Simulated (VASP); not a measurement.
PbO:

```
Pb O
1.0
     3.56646    0.00000    0.00000
    -1.78323    3.08864    0.00000
     0.00000    0.00000    6.47011
Pb O
2 2
Direct
  0.00000 0.00000 0.00000
  0.00000 0.00000 0.50000
  0.33333 0.66667 0.25000
  0.66667 0.33333 0.75000
```

The cell was built by a generator and needn't be a form met in nature.

Base run:

```yaml
Program: VASP 6.6.1
Functional: r2SCAN
Potentials_or_basis: VASP PAW PBE potentials, release 64 (Pb_d, O)
Cutoff: 520 eV
k_mesh: 6 × 6 × 4
Occupations: fermi-dirac, width 0.02 eV
Spin: no spin polarisation
```

Its results: band gap on the k mesh 0.07 eV, indirect (least direct gap 0.37 eV); pressure 0.2 GPa.

Question: The run is repeated on the same cell with these changes: functional from r2SCAN to PBE; further incar settings from ALGO = Normal; EDIFF = 1e-07; NBANDS = 28 to ALGO = Fast; EDIFF = 1e-06; NBANDS = 28. What comes out?

Answer: Band gap on the k mesh none (metal or under the smearing width); pressure 2.6 GPa.

Caveats: the PAW data sets were made with another functional, which shifts forces and pressure a little (some runs); spin-orbit coupling is left out, which as a rule narrows the gap of such compounds by several tenths of an eV (some runs).

A k mesh can miss the band edges.
